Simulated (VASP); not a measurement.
Write the native input for VASP 6.6.1 that does the following.

| Quantity | Value |
| --- | --- |
| Task | single point |
| Functional | PBEsol |
| Potentials or basis | VASP PAW PBE potentials, release 64 (W_sv, Si) |
| Cutoff | 350 eV |
| k mesh | 2 × 3 × 3 |
| Occupations | gaussian, width 0.03 eV |
| Spin | collinear spin, ferromagnetic start |
| Starting moments | [2.0, 0.0, 0.0, 0.0, 0.0, 0.0, 0.0, 0.0, 0.0, 0.0, 0.0, 0.0, 0.0, 0.0, 0.0, 0.0, 0.0, 0.0, 0.0, 0.0, 0.0, 0.0, 0.0, 0.0] μB |
| Hubbard terms | W d U = 2 eV |
| Dq | 0 |
| Further INCAR settings | LREAL = Auto; ALGO = All; EDIFF = 1e-05; NBANDS = 75; ISYM = 0 |

The structure of Si23W (a cell with a defect) lies in POSCAR:

```
Si23W
1.0
    0.0000000000      8.1555000000      8.1555000000
    5.4370000000      0.0000000000      5.4370000000
    5.4370000000      5.4370000000      0.0000000000
W Si
1 23
Direct
    0.0000000000      0.0000000000      0.0000000000
    0.0000000000      0.0000000000      0.5000000000
    0.0000000000      0.5000000000      0.0000000000
    0.0000000000      0.5000000000      0.5000000000
    0.3333330000      0.0000000000      0.0000000000
    0.3333330000      0.0000000000      0.5000000000
    0.3333330000      0.5000000000      0.0000000000
    0.3333330000      0.5000000000      0.5000000000
    0.6666670000      0.0000000000      0.0000000000
    0.6666670000      0.0000000000      0.5000000000
    0.6666670000      0.5000000000      0.0000000000
    0.6666670000      0.5000000000      0.5000000000
    0.0833333333      0.1250000000      0.1250000000
    0.0833333333      0.1250000000      0.6250000000
    0.0833333333      0.6250000000      0.1250000000
    0.0833333333      0.6250000000      0.6250000000
    0.4166663333      0.1250000000      0.1250000000
    0.4166663333      0.1250000000      0.6250000000
    0.4166663333      0.6250000000      0.1250000000
    0.4166663333      0.6250000000      0.6250000000
    0.7500003333      0.1250000000      0.1250000000
    0.7500003333      0.1250000000      0.6250000000
    0.7500003333      0.6250000000      0.1250000000
    0.7500003333      0.6250000000      0.6250000000
```

One way to write it, as run:

INCAR

```
SYSTEM = Si23W
PREC = Accurate ; ENCUT = 350
EDIFF = 1E-5 ; ISMEAR = 0
SIGMA = 0.03 ; LREAL = Auto
LASPH = .True. ; NELM = 120
ALGO = All ; ISIF = 2
LWAVE = .False. ; LCHARG = .False.
ISPIN = 2 ; MAGMOM = 2 0 0 0 0 0 0 0 0 0 0 0 0 0 0 0 0 0 0 0 0 0 0 0
LORBIT = 11 ; LMAXMIX = 4
LDAU = .True. ; LDAUTYPE = 2
LDAUL = 2 -1 ; LDAUU = 2 0
LDAUJ = 0 0 ; LDAUPRINT = 1
GGA = PS ; NBANDS = 75
ISYM = 0 ; KPAR = 4
```

KPOINTS

```
regular mesh
0
Gamma
  2 3 3
  0 0 0
```

Potentials or basis: VASP PAW PBE potentials, release 64 (W_sv, Si).

Launch:

```sh
$ cat potpaw_PBE.64/W_sv/POTCAR potpaw_PBE.64/Si/POTCAR > POTCAR
$ mpirun -np 4 vasp_std > vasp.out
```

It gave:

```yaml
Pressure: 1.5 GPa
Largest_force: 1.318 eV/Å
Band_gap_on_the_k_mesh: 0.17 eV, indirect (least direct gap 0.23 eV)
Net_moment: 2.00 μB per cell
Site_moments: W +1.24; Si +0.02, +0.01, -0.00, -0.02, +0.00 μB
Valence_electrons_inside_the_program's_atomic_spheres: W 12.23; Si 1.68, 1.69, 1.74, 1.75
```

Caveat: the PAW data sets were made with another functional, which shifts forces and pressure a little; spin-orbit coupling is left out, which moves the levels of the heavy elements; the U is typed as a test and isn't derived for this compound.

Wall time 2.9 min on 4 MPI ranks on Intel(R) Xeon(R) Platinum 8488C (Sapphire Rapids), with other jobs on the host, peak memory 0.98 GiB a rank.
